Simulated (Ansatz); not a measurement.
**HgTe: stress in a strained cell**

HgTe is deformed so: equal xy, yz and zx engineering shear strains of +2 %. What stress and forces result, by LAPW, PAW and all-electron datasets made for the crystal?

Computed with Ansatz 0.2.0 (DFT PBE, scalar-relativistic, unless a step's input says otherwise).

### 1 The starting structure

Symmetry: F-43m, No. 216, cubic system. Conventional cell: a = 6.447 Å, b = 6.447 Å, c = 6.447 Å, α = 90.00°, β = 90.00°, γ = 90.00°. Around Hg (site symmetry -43m) lie 4 Te at 2.79 Å. Around Te (site symmetry -43m) lie 4 Hg at 2.79 Å.

As a file:

```
CELL_PARAMETERS angstrom
0.00000 3.22350 3.22350
3.22350 0.00000 3.22350
3.22350 3.22350 0.00000
ATOMIC_POSITIONS crystal
Hg 0.00000 0.00000 0.00000
Te 0.75000 0.75000 0.75000
```

Atoms are numbered in the order of the input: Hg1, Te2.

### 2 After the deformation

Space group F-43m before, R3m after.

### 3 Full-potential LAPW

input.yaml

```yaml
crystal:
  lattice:
    - [0.06447, 3.255735, 3.255735]
    - [3.255735, 0.06447, 3.255735]
    - [3.255735, 3.255735, 0.06447]
  atoms:
    - { symbol: Hg, position: [0.0, 0.0, 0.0] }
    - { symbol: Te, position: [0.75, 0.75, 0.75] }
kpoints:
  mp_grid: { grid: [11, 11, 11] }
  band_path:
    path:
      - [0.0, 0.0, 0.0]
      - [-0.5, -0.5, -0.5]
      - [-0.5, -0.2451701269, -0.7548298731]
      - [-0.2451701269, 0.2451701269, -0.5]
      - [0.0, 0.0, -0.5]
      - [0.0, 0.0, 0.0]
      - [0.0, 0.3725850634, -0.3725850634]
      - [-0.3725850634, 0.0, -0.6274149366]
      - [-0.5, 0.0, -0.5]
    npoints: 5
scf:
  occupations: { method: fermi_dirac, width: 0.03 }
hamiltonian:
  xc: pbe
  pseudopotentials: { kind: all_electron, lapw: { basis_error: 0.0005 } }
output:
  forces: true
  stress: true
  eigenvalues: true
```

On the command line:

```sh
$ ansatz run input.yaml --threads 1 --pin off --max-ram 3072MiB --backend cpu --events-out ev --progress --plain --runs-dir out
```

### 4 PAW on the default files

input.yaml

```yaml
crystal:
  lattice:
    - [0.06447, 3.255735, 3.255735]
    - [3.255735, 0.06447, 3.255735]
    - [3.255735, 3.255735, 0.06447]
  atoms:
    - { symbol: Hg, position: [0.0, 0.0, 0.0] }
    - { symbol: Te, position: [0.75, 0.75, 0.75] }
kpoints:
  mp_grid: { grid: [11, 11, 11] }
scf:
  occupations: { method: fermi_dirac, width: 0.03 }
hamiltonian:
  xc: pbe
  pseudopotentials: { kind: paw }
output:
  forces: true
  stress: true
  eigenvalues: true
  efg: { contact_densities: true }
```

### 5 Datasets made for this crystal

input.yaml, as its differences from that of step 4:

```diff
@@ -14,3 +14,3 @@
   xc: pbe
-  pseudopotentials: { kind: paw }
+  pseudopotentials: { kind: all_electron, datasets: crystal }
 output:
```

(Steps that only read results are left out.)

Before running it: what results should come out? Wanted: pressure; largest shear or deviatoric stress.

**Answer**, as computed:

| quantity | value |
| --- | --- |
| pressure | LAPW 4.16, PAW 4.16, crystal datasets 4.17 GPa |
| largest shear or deviatoric stress (LAPW) | 0.83 GPa |

**Reading.** The largest part of the stress beyond the pressure is 0.83 GPa in size; the atoms are carried along and not relaxed. No run of the undeformed cell stands beside it, so the pressure holds what the given cell had before the change. PAW: stress within 0.01 GPa of LAPW, forces within 1 meV/Å. Crystal datasets: stress within 0.01 GPa of LAPW, forces within 1 meV/Å. Spin-orbit coupling is left out, though the cell holds Hg; in elements this heavy it can shift bands and gaps by tenths of an eV.
